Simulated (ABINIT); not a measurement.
PbO2:

```
Pb O
1.0
     0.00000    2.70199    2.70199
     2.70199    0.00000    2.70199
     2.70199    2.70199    0.00000
Pb O
1 2
Direct
  0.00000 0.00000 0.00000
  0.75000 0.75000 0.75000
  0.25000 0.25000 0.25000
```

The cell comes from a database or a generator and needn't be the stable form of this composition.

Base run:

| Quantity | Value |
| --- | --- |
| Program | ABINIT 10.8.3 (patched build) |
| Functional | PBE |
| Potentials or basis | Ansatz NC PBE |
| Cutoff | 1252 eV |
| k mesh | 9 × 9 × 9 |
| Occupations | fermi-dirac, width 0.05 eV |
| Spin | no spin polarisation |

Its results: band gap on the k mesh none (metal or under the smearing width); pressure 0.4 GPa.

Q: The run is repeated on the same cell with these changes: potentials or basis from Ansatz NC PBE to SPMS NC PBE v1.0; cutoff from 1252 eV to 1088 eV. What comes out?

A: Band gap on the k mesh none (metal or under the smearing width); pressure -0.4 GPa.
